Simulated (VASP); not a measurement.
A run of VASP 6.6.1 is set up as follows.

INCAR

```
SYSTEM = Zn
PREC = Accurate
ENCUT = 700
EDIFF = 1E-7
ISMEAR = 1
SIGMA = 0.1
LREAL = .FALSE.
LASPH = .TRUE.
NELM = 120
ALGO = Fast
ISIF = 3
LWAVE = .FALSE.
LCHARG = .FALSE.
GGA = PE
IBRION = 2
NSW = 40
EDIFFG = -0.005
```

File KPOINTS:

```
Automatic mesh
0
G
  18 18 10
  0 0 0
```

Contents of POSCAR:

```
Zn
1.0
    2.6200000000      0.0000000000      0.0000000000
   -1.3100000000      2.2689865600      0.0000000000
    0.0000000000      0.0000000000      4.8000000000
Zn
2
Direct
    0.3333333300      0.6666666700      0.2500000000
    0.6666666700      0.3333333300      0.7500000000
```

Potentials or basis: VASP PAW PBE potentials, release 64 (Zn).

Command:

```console
$ cat potpaw_PBE.64/Zn/POTCAR > POTCAR
$ mpirun -np 1 vasp_std > vasp.out
```

(1) Predict the space group after relaxing (to 0.05 Å).

(2) Predict the relaxed volume.

Answers

(1) P6_3/mmc (No. 194).

(2) 15.37 Å³/atom.
